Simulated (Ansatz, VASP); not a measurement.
# TePb: VASP beside Ansatz

INCAR

```
PREC = Accurate
ENCUT = 520
EDIFF = 1E-7
ISMEAR = 0
SIGMA = 0.05
LREAL = False
LASPH = True
NELM = 60
ALGO = Normal
ISIF = 2
LWAVE = False
LCHARG = True
GGA = PE
LELF = True
LVHAR = True
NBANDS = 17
```

File KPOINTS:

```
regular mesh
0
Gamma
  8 8 8
```

POSCAR

```
TePb
1.0
    0.0000000000      3.2270000000      3.2270000000
    3.2270000000      0.0000000000      3.2270000000
    3.2270000000      3.2270000000      0.0000000000
Te Pb
1 1
Direct
    0.5000000000      0.5000000000      0.5000000000
    0.0484195848      0.0484195848     -0.0484195848
```

Input for Ansatz:

```yaml
crystal:
  lattice:
    - [0.0, 3.227, 3.227]
    - [3.227, 0.0, 3.227]
    - [3.227, 3.227, 0.0]
  atoms:
    - { symbol: Te, position: [0.5, 0.5, 0.5] }
    - { symbol: Pb, position: [0.0484195848, 0.0484195848, -0.0484195848] }
basis:
  ecutwfc: 420
kpoints:
  mp_grid: { grid: [8, 8, 8] }
hamiltonian:
  xc: pbe
scf:
  occupations: { method: gaussian, width: 0.05 }
output:
  forces: true
  stress: true
  eigenvalues: true
```

Change from the starting cell: all Pb atoms moved +0.312 Å, as atom 2 along Cartesian [0 0 1].

Alike in both runs: task single point; functional PBE; k mesh 8 × 8 × 8; occupations gaussian, width 0.05 eV; no spin polarisation.

```csv
,VASP,Ansatz
version,VASP 6.6.1,Ansatz 0.2.0
potentials or method,"VASP PAW PBE potentials, release 64 (Te, Pb_d)","scalar-relativistic, plane waves, PAW"
plane-wave cutoff (eV),520,420
valence electrons in the cell,20,30
```

|  | VASP | Ansatz | Ansatz less VASP |
| --- | --- | --- | --- |
| gap on the k mesh at the Fermi level (eV) | 1.09 | 1.09 | -0.003 |
| least direct gap on the mesh (eV) | 1.16 | 1.15 | -0.009 |
| pressure (GPa) | 3.5 | 3.6 | +0.04 |
| largest component of the traceless stress (GPa) | 2.72 | 2.70 | -0.020 |
| rms of the force components (eV/Å) | 0.367 | 0.364 | -0.0030 |

Atom by atom the forces differ by 0.003 eV/Å (rms over components). With one functional, cell and mesh, what is left measures potentials, basis and numerics. The two sets of potentials don't hold the same shells in valence.

Caveats: spin-orbit coupling is left out, which as a rule narrows the gap of such compounds by several tenths of an eV. A k mesh can miss the band edges.
